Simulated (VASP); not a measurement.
# Os, self-consistent run: which settings are enough?

Os, Fm-3m (no. 225), 1 atom in the cell. LDA, spin-orbit coupling; PAW potentials Os (LDA set). VASP 6.6.1.

Wanted: energy within 0.2 meV/atom; Fermi level within 0.005 eV.

What the run is for: comparing ways to start; Accuracy asked: tight.

POSCAR:
```
Os
1.0
    0.0000000000      1.9450000000      1.9450000000
    1.9450000000      0.0000000000      1.9450000000
    1.9450000000      1.9450000000      0.0000000000
Os
1
Direct
    0.0000000000      0.0000000000      0.0000000000
```

## How the run starts (with a second run first, the time holds both)

| How the run starts (with a second run first, the time holds both) | Energy less reference (meV/atom) | Fermi level (eV) | Time (s) |
|---|---|---|---|
| from scratch: 12 SCF iterations | 0.00 | 8.5128 | 28 |
| density without spin-orbit coupling (CHGCAR): 11 + 10 SCF iterations | 0.00 | 8.5127 | 30 |

## Question

For each series: keep the first row unless others stay within the tolerance and take at least 30 % less time, and then take the fastest.

## Answer

- How the run starts (with a second run first, the time holds both): from scratch: 12 SCF iterations

The chosen settings are those of the reference run.

## The input

INCAR:
```
SYSTEM = Os
GGA = CA ; LSORBIT = .True.
MAGMOM = 0 0 0 ; LORBIT = 11
ISMEAR = 1 ; SIGMA = 0.1
LWAVE = .False. ; LCHARG = .False.
ISIF = 2 ; PREC = Accurate
LASPH = .True. ; LREAL = .False.
ALGO = Normal ; EDIFF = 1E-6
NELM = 200 ; GGA_COMPAT = .False.
ENCUT = 400 ; LMAXMIX = 4
```

KPOINTS:
```
k-points
0
Gamma
  14 14 14
```

Commands:
```
cat potpaw_LDA.64/Os/POTCAR > POTCAR
mpirun -np 1 vasp_ncl > vasp.out
```

The chosen input took VASP 6.6.1 28 s on 1 core (Intel Xeon Platinum 8259CL @ 2.50GHz (Skylake/Cascade Lake)), a shared host.

## An input that fails: restart asked without its files

VASP's message: ERROR: charge density could not be read from file CHGCAR for ICHARG>10.

Changes against the starting input:
```
- NELM = 200
+ NELM = 60
+ ICHARG = 11
```
